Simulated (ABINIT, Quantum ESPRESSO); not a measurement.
**PBE against PBE + SOC over 6 crystals**

Computed electronic dielectric constant at each level. The value is the mean of the clamped-ion tensor's diagonal. Brackets give the space group and the cell's volume in Å³ per atom. Not every cell is the stable form of its formula. Spin polarisation and spin-orbit coupling are off unless named.

- PBE: Quantum ESPRESSO (PseudoDojo 0.4.1 SR PBE standard) for KBr, KI, NaI, HfO2; Quantum ESPRESSO (GBRV 1.5 PBE) for GaN; ABINIT (PseudoDojo NC SR PBE v0.4.1 standard) for GaP; cutoffs 612 to 1197 eV; k meshes of 216 to 512 points
- PBE + SOC: Quantum ESPRESSO (PseudoDojo 0.4 FR PBE standard) for KBr, KI, NaI, HfO2, GaN; ABINIT (PseudoDojo NC FR PBE v0.4 standard) for GaP; cutoffs 980 to 1197 eV; k meshes of 216 to 512 points

| crystal | PBE | PBE + SOC |
| --- | --- | --- |
| KBr (Fm-3m; 35.94) | 2.553 | 2.557 |
| KI (Fm-3m; 44.09) | 2.875 | 2.896 |
| NaI (Fm-3m; 33.90) | 3.381 | 3.410 |
| HfO2 (Fm-3m; 11.15) | 5.183 | 5.178 |
| GaN (F-43m; 11.44) | 5.898 | 5.949 |
| GaP (F-43m; 20.24) | 11.071 | 11.072 |

PBE + SOC lies above PBE in 5 of 6 crystals, with a median shift of +0.4 % (-0.1 % for HfO2 to +0.9 % for GaN). The figures use the values as printed. Crystals with small gaps need finer meshes and spin-orbit coupling for this value. Values hold for the database cell as given, which isn't always the measured one. Columns can differ in potentials, cutoffs and task within a row, which adds scatter of its own.

Spin-orbit coupling barely alters the electronic screening in these crystals; the differences between compounds are far larger. The dielectric constant rises from the ionic halides to covalent GaP, as gaps narrow and valence electrons become easier to polarise. KI exceeds KBr because iodide is softer than bromide, and NaI exceeds KI because the smaller cation packs the same polarisable anion more densely.

The larger shifts in the iodides than in KBr fit the stronger splitting of iodine 5p states, which raises the valence-band top and lowers some excitation energies, though the change of potential could contribute. GaN doesn't fit this picture: its shift is the largest, yet coupling in N 2p states is weak and GaP hardly moves. The switch of pseudopotential family is the likelier source. In HfO2 the heavy atom contributes mainly to empty 5d states, so a small response is plausible.

The GaP value lies well above experiment with or without coupling, probably because PBE makes the excitation energies too low.
